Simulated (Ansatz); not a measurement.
**Calculated quadrupolar parameters for TiO2**

The cell is a Materials Project structure (computed, not necessarily an observed phase).

```
Ti O
1.0
     4.81270    0.00000    0.00000
     0.00000    4.87188    0.00000
    -0.86289    0.00000    4.96659
Ti O
4 8
Direct
  0.27744 0.44719 0.71315
  0.72256 0.94719 0.78685
  0.72256 0.55281 0.28685
  0.27744 0.05281 0.21315
  0.44536 0.74237 0.96677
  0.55464 0.24237 0.53323
  0.55464 0.25763 0.03323
  0.44536 0.75763 0.46677
  0.06384 0.32303 0.35156
  0.93616 0.82303 0.14844
  0.93616 0.67697 0.64844
  0.06384 0.17697 0.85156
```

Atoms are numbered from 1 in the order listed; like atoms form one site, named after its first atom.

The numbers come from a DFT calculation in Ansatz (r2SCAN, plane waves and PAW (field gradients read without the response of the frozen cores, which leaves them typically 4 to 6 % off), scalar-relativistic, 500 eV cutoff, Γ-centred 5×4×4 k-points, Fermi–Dirac smearing 0.02 eV).

V_zz is the principal component of the electric field gradient with the largest magnitude, η = (V_xx − V_yy)/V_zz and C_Q = eQV_zz/h. Directions are in the Cartesian axes of the cell vectors above, for the atom listed; none is given where the gradient is under 0.02 or η is above 0.95.

| site | first atom | first shell | V_zz (10²¹ V/m²) | η | direction of V_zz (x, y, z) |
| --- | --- | --- | --- | --- | --- |
| Ti | 1 | 7 O at 1.88–2.20 Å | 2.47 | 0.36 | -0.34 -0.27 0.90 |
| O5 | 5 | 4 Ti at 2.00–2.20 Å | -1.48 | 0.41 | 0.32 -0.60 0.73 |
| O9 | 9 | 3 Ti at 1.88–2.03 Å | -2.75 | 0.96 | – |

Where η is near 1 the sign of V_zz means little.
